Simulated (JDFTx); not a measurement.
KI: equation of state with LDA

KI:

```
I K
1.0
     0.00000    3.53277    3.53277
     3.53277    0.00000    3.53277
     3.53277    3.53277    0.00000
I K
1 1
Direct
  0.50000 0.50000 0.50000
  0.00000 0.00000 0.00000
```

```json
{"Program": "JDFTx 1.7.0 (patched build)", "Task": "equation of state", "Functional": "LDA", "Potentials or basis": "PseudoDojo-SR-LDA-0.4.1-standard with smoothed tails", "Cutoff": "980 eV", "Density cutoff": "7837 eV", "k mesh": "7 × 7 × 7", "Occupations": "fermi-dirac, width 0.05 eV", "Spin": "no spin polarisation"}
```

The equilibrium volume is 39.61 Å³/atom (rough: see the caveat). The bulk modulus is 16.0 GPa (rough).

Energy against volume, from the lowest point:
| volume (Å³/atom) | energy (meV/atom) |
| --- | --- |
| 41.445 | 0.00 |
| 42.327 | 4.28 |
| 43.209 | 9.86 |
| 44.091 | 16.57 |
| 44.973 | 24.28 |
| 45.854 | 32.84 |
| 46.736 | 42.15 |

Caveat: the minimum lies outside the volumes run. The run has no spin-orbit coupling, so splittings on I are missing.
